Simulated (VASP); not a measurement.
Write the native input for VASP 6.6.1 that does the following.

```yaml
Task: single point
Functional: PBE
Potentials_or_basis: VASP PAW PBE potentials, release 64 (Ta_pv, S)
Cutoff: 520 eV
k_mesh: 9 × 9 × 5
Occupations: gaussian, width 0.025 eV
Spin: no spin polarisation
Further_INCAR_settings: ALGO = Fast; EDIFF = 1e-07; NBANDS = 18
```

The structure of TaS2 lies in POSCAR:

```
TaS2
1.0
    3.3500000000      0.0000000000      0.0000000000
   -1.6750000000      2.9011851027      0.0000000000
    0.0000000000      0.0000000000      5.8600000000
Ta S
1 2
Direct
    0.0000000000      0.0000000000      0.0000000000
    0.6666666667      0.3333333333      0.7500000000
    0.3333333333      0.6666666667      0.2500000000
```

These files were run (other wordings do the same):

INCAR

```
PREC = Accurate
ENCUT = 520
EDIFF = 1E-7
ISMEAR = 0
SIGMA = 0.025
LREAL = False
LASPH = True
NELM = 100
ALGO = Fast
ISIF = 2
LWAVE = False
LCHARG = False
GGA = PE
NBANDS = 18
```

KPOINTS

```
Automatic mesh
0
Gamma
  9 9 5
```

Potentials or basis: VASP PAW PBE potentials, release 64 (Ta_pv, S).

Run with:

```sh
$ cat potpaw_PBE.64/Ta_pv/POTCAR potpaw_PBE.64/S/POTCAR > POTCAR
$ mpirun -np 1 vasp_std > vasp.out
```

It gave:

The pressure is 9.1 GPa. The largest force is 1.261 eV/Å and the band gap on the k mesh is none (metal or under the smearing width).

Caveat: this functional lacks dispersion, which binds the layers, so the pressure and a relaxed spacing across them are unreliable; forces of over 1 eV/Å show positions far from the minimum, so gaps and moduli don't describe the material at rest.

Run time: 88 s on 1 thread of AMD EPYC 7R43 64-Core Processor (Zen 3), with other jobs on the host, peak memory 0.18 GiB.
